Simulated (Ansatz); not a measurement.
GaN (P6_3mc), a sublattice moved along a line

The calculation used Ansatz 0.2.0, DFT r2SCAN, scalar-relativistic, plane waves, PAW. Settings: plane waves to 500 eV, k-mesh 12×12×6 (Γ-centred), Gaussian smearing 0.05 eV. No spin polarisation. Energies are free energies at this smearing, counted from the undisturbed cell; pressure is positive in compression.

Zero of the scan (as given, not relaxed at this level; it stands at 1.1 GPa):

```
Ga N
1.0
     3.18000    0.00000    0.00000
    -1.59000    2.75396    0.00000
     0.00000    0.00000    5.16600
Ga N
2 2
Direct
  0.33333 0.66667 0.00000
  0.66667 0.33333 0.50000
  0.33333 0.66667 0.37500
  0.66667 0.33333 0.87500
```

Every N atom is moved by x along the Cartesian unit vector (-0.502, -0.290, -0.815); the cell and all other atoms stay fixed.

```tsv
x (Å)	ΔE (meV/cell)	force along x on the moved atoms (eV/Å)	pressure (GPa)	gap on the mesh (eV)
-0.1000	104.2	2.29	2.0	2.29
-0.0750	54.6	1.67	1.6	2.32
-0.0500	20.6	1.05	1.3	2.36
-0.0250	2.3	0.41	1.1	2.39
0.0000	0.0	-0.23	1.1	2.38
0.0250	14.0	-0.89	1.2	2.36
0.0500	44.6	-1.56	1.4	2.33
0.0750	92.3	-2.25	1.8	2.29
0.0875	122.7	-2.61	2.1	2.28
0.1000	157.5	-2.96	2.3	2.26
```